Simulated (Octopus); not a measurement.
# Ag (Im-3m) in Octopus: equation of state, part 2 of 2

Octopus 16.4. The steps go on from the part before.

### Step 3. Equation of state, PBE, 17.79 Å³/atom (volume scaled by 0.98)

inp reads:

```
CalculationMode = gs
UnitsOutput = eV_Angstrom
PeriodicDimensions = 3
ExperimentalFeatures = yes
PseudopotentialSet = pseudodojo_pbe
%LatticeParameters
 1*angstrom | 1*angstrom | 1*angstrom
%
%LatticeVectors
 -1.6445418934 | 1.6445418934 | 1.6445418934
 1.6445418934 | -1.6445418934 | 1.6445418934
 1.6445418934 | 1.6445418934 | -1.6445418934
%
%ReducedCoordinates
 "Ag" | 0 | 0 | 0
%
%Spacing
 0.12947410*angstrom | 0.12947410*angstrom | 0.12947410*angstrom
%
DerivativesOrder = 8
%KPointsGrid
 11 | 11 | 11
%
KPointsUseSymmetries = yes
XCFunctional = gga_x_pbe + gga_c_pbe
SmearingFunction = fermi_dirac
Smearing = 0.05*eV
ExtraStates = 7
Eigensolver = chebyshev_filter
ConvRelDens = 3e-7
MaximumIter = 120
```

Potentials or basis: pseudodojo_pbe (PseudoDojo 0.5, PBE).

Launch:

```bash
> OMP_NUM_THREADS=1 octopus > out.log
```

It took 3.6 min on 1 thread of Arm Neoverse V2, shared host; peak memory 0.76 GiB.

Results (log left out):

- Free energy: -4218.2606 eV
- Band gap on the k mesh: none (metal or under the smearing width)

### Step 4. Equation of state, PBE, 18.52 Å³/atom (volume scaled by 1.02)

Edit inp of step 3 so:

```diff
@@ -9,5 +9,5 @@
 %LatticeVectors
- -1.6445418934 | 1.6445418934 | 1.6445418934
- 1.6445418934 | -1.6445418934 | 1.6445418934
- 1.6445418934 | 1.6445418934 | -1.6445418934
+ -1.6666189156 | 1.6666189156 | 1.6666189156
+ 1.6666189156 | -1.6666189156 | 1.6666189156
+ 1.6666189156 | 1.6666189156 | -1.6666189156
 %
@@ -17,3 +17,3 @@
 %Spacing
- 0.12947410*angstrom | 0.12947410*angstrom | 0.12947410*angstrom
+ 0.13121221*angstrom | 0.13121221*angstrom | 0.13121221*angstrom
 %
```

Launch:

```bash
> OMP_NUM_THREADS=1 octopus > out.log
```

Run time: 4 min. Hardware: 1 thread of Arm Neoverse V2, shared host; peak memory 0.76 GiB.

The run converged. Its results:

```
Free energy            : -4218.2607 eV
Band gap on the k mesh : none (metal or under the smearing width)
```

### Step 5. Equation of state, PBE, 17.43 Å³/atom (volume scaled by 0.96)

Edit inp of step 4 so:

```diff
@@ -9,5 +9,5 @@
 %LatticeVectors
- -1.6666189156 | 1.6666189156 | 1.6666189156
- 1.6666189156 | -1.6666189156 | 1.6666189156
- 1.6666189156 | 1.6666189156 | -1.6666189156
+ -1.6332775543 | 1.6332775543 | 1.6332775543
+ 1.6332775543 | -1.6332775543 | 1.6332775543
+ 1.6332775543 | 1.6332775543 | -1.6332775543
 %
@@ -17,3 +17,3 @@
 %Spacing
- 0.13121221*angstrom | 0.13121221*angstrom | 0.13121221*angstrom
+ 0.12858726*angstrom | 0.12858726*angstrom | 0.12858726*angstrom
 %
@@ -31 +31,6 @@
 MaximumIter = 120
+%Output
+ density | cube
+ elf | cube
+ potential | cube
+%
```

Launch:

```bash
> OMP_NUM_THREADS=1 octopus > out.log
```

Wall time 4 min (1 thread of Arm Neoverse V2, shared host); peak memory 0.76 GiB.

The run converged. Its results:

```
Free energy            : -4218.2594 eV
Band gap on the k mesh : none (metal or under the smearing width)
```

### Step 6. Equation of state, PBE, 18.88 Å³/atom (volume scaled by 1.04)

Edit inp of step 5 so:

```diff
@@ -9,5 +9,5 @@
 %LatticeVectors
- -1.6332775543 | 1.6332775543 | 1.6332775543
- 1.6332775543 | -1.6332775543 | 1.6332775543
- 1.6332775543 | 1.6332775543 | -1.6332775543
+ -1.6774414196 | 1.6774414196 | 1.6774414196
+ 1.6774414196 | -1.6774414196 | 1.6774414196
+ 1.6774414196 | 1.6774414196 | -1.6774414196
 %
@@ -17,3 +17,3 @@
 %Spacing
- 0.12858726*angstrom | 0.12858726*angstrom | 0.12858726*angstrom
+ 0.13206426*angstrom | 0.13206426*angstrom | 0.13206426*angstrom
 %
```

Potentials or basis: pseudodojo_pbe (PseudoDojo 0.5, PBE).

Launch:

```bash
> OMP_NUM_THREADS=1 octopus > out.log
```

out.log:

```text
Running octopus

[... 17 lines left out ...]

****************************** Species *******************************
  Species 'Ag'
    type             : pseudopotential
    file             : 'Ag.upf'
    file format      : UPF2
    valence charge   : 19.0
    atomic number    :  47
    form on file     : kleinman-bylander
    lmax             : 2
    llocal           : -1
    projectors per l : 2
    total projectors : 6
    application form : kleinman-bylander
    orbitals         : 10
[... 523 lines left out ...]
     17      34       33.841925    0.000000   ( 2.3E-02)
     17      45       34.032883    0.000000   ( 2.7E-02)
     17      52       34.134173    0.000000   ( 2.2E-02)
     17      32       34.259651    0.000000   ( 2.5E-02)
     17      54       34.504745    0.000000   ( 2.9E-02)
     17      55       35.442668    0.000000   ( 1.6E-02)
     17      56       37.974940    0.000000   ( 1.9E-02)

Density of states:

--------------------%-------------------------------------------------
--------------------%----------------------------%--------------------
--------------------%---------------------------%%--------------------
--------------------%---------------------------%%--------------------
--------------------%---------------------------%%--------------------
--------------------%---------------------------%%--------------------
--------------------%---------------------------%%--------------------
%-------------------%---------------------------%%-------------%------
%-------------------%---------------------------%%--------%%-%%%%%%---
%-------------------%---------------------------%%%%%%%%%%%%%%%%%%%---
                                                   ^

Fermi energy =     5.265080 eV

**********************************************************************

Info: SCF converged in   13 iterations

** Warning:
**   Some of the states are not fully converged!

Info: Number of matrix-vector products:      18200
Info: Writing output to static/

Info: Finished writing information to 'restart/gs'.

Octopus emitted 17 warnings.
```

It took 3.8 min on 1 thread of Arm Neoverse V2, shared host; peak memory 0.76 GiB.

What came out:

| Item | Value |
| --- | --- |
| Free energy | -4218.2567 eV |
| Band gap on the k mesh | none (metal or under the smearing width) |

### Step 7. Equation of state, PBE, 17.06 Å³/atom (volume scaled by 0.94)

inp reads:

```
CalculationMode = gs
UnitsOutput = eV_Angstrom
PeriodicDimensions = 3
ExperimentalFeatures = yes
PseudopotentialSet = pseudodojo_pbe
%LatticeParameters
 1*angstrom | 1*angstrom | 1*angstrom
%
%LatticeVectors
 -1.6218556592 | 1.6218556592 | 1.6218556592
 1.6218556592 | -1.6218556592 | 1.6218556592
 1.6218556592 | 1.6218556592 | -1.6218556592
%
%ReducedCoordinates
 "Ag" | 0 | 0 | 0
%
%Spacing
 0.12768802*angstrom | 0.12768802*angstrom | 0.12768802*angstrom
%
DerivativesOrder = 8
%KPointsGrid
 11 | 11 | 11
%
KPointsUseSymmetries = yes
XCFunctional = gga_x_pbe + gga_c_pbe
SmearingFunction = fermi_dirac
Smearing = 0.05*eV
ExtraStates = 7
Eigensolver = chebyshev_filter
ConvRelDens = 3e-7
MaximumIter = 120
```

Launch:

```bash
> OMP_NUM_THREADS=1 octopus > out.log
```

It took 3.2 min on 1 thread of Arm Neoverse V2, shared host; peak memory 0.76 GiB.

It converged, with:

```yaml
Free_energy: -4218.2488 eV
Band_gap_on_the_k_mesh: none (metal or under the smearing width)
```

### Step 8. Equation of state, PBE, 19.24 Å³/atom (volume scaled by 1.06)

Edit inp of step 7 so:

```diff
@@ -9,5 +9,5 @@
 %LatticeVectors
- -1.6218556592 | 1.6218556592 | 1.6218556592
- 1.6218556592 | -1.6218556592 | 1.6218556592
- 1.6218556592 | 1.6218556592 | -1.6218556592
+ -1.6881260479 | 1.6881260479 | 1.6881260479
+ 1.6881260479 | -1.6881260479 | 1.6881260479
+ 1.6881260479 | 1.6881260479 | -1.6881260479
 %
@@ -17,3 +17,3 @@
 %Spacing
- 0.12768802*angstrom | 0.12768802*angstrom | 0.12768802*angstrom
+ 0.13290546*angstrom | 0.13290546*angstrom | 0.13290546*angstrom
 %
@@ -31 +31,6 @@
 MaximumIter = 120
+%Output
+ density | cube
+ elf | cube
+ potential | cube
+%
```

Launch:

```bash
> OMP_NUM_THREADS=1 octopus > out.log
```

Wall time 3.8 min (1 thread of Arm Neoverse V2, shared host); peak memory 0.76 GiB.

It converged, with:

```yaml
Free_energy: -4218.2501 eV
Band_gap_on_the_k_mesh: none (metal or under the smearing width)
```

### Step 9. Equation of state, PBE

Potentials or basis: pseudodojo_pbe (PseudoDojo 0.5, PBE).

No new run: the results of the series are fitted here.

Results:

| Item | Value |
| --- | --- |
| Equilibrium volume | 18.03 Å³/atom (rough: see the caveat) |
| Bulk modulus | 63 GPa (rough) |

Energy against volume, from the lowest point:
```
volume (Å³/atom)  energy (meV/atom)
          17.065              12.38
          17.428               1.76
          17.791               0.59
          18.154               0.00
          18.517               0.54
          18.880               4.53
          19.243              11.12
```

Caveat: the fit is doubtful: noisy points or a state that changes with volume; the number of grid points is fixed, so the spacing changes with the cell, which shifts volumes and moduli.
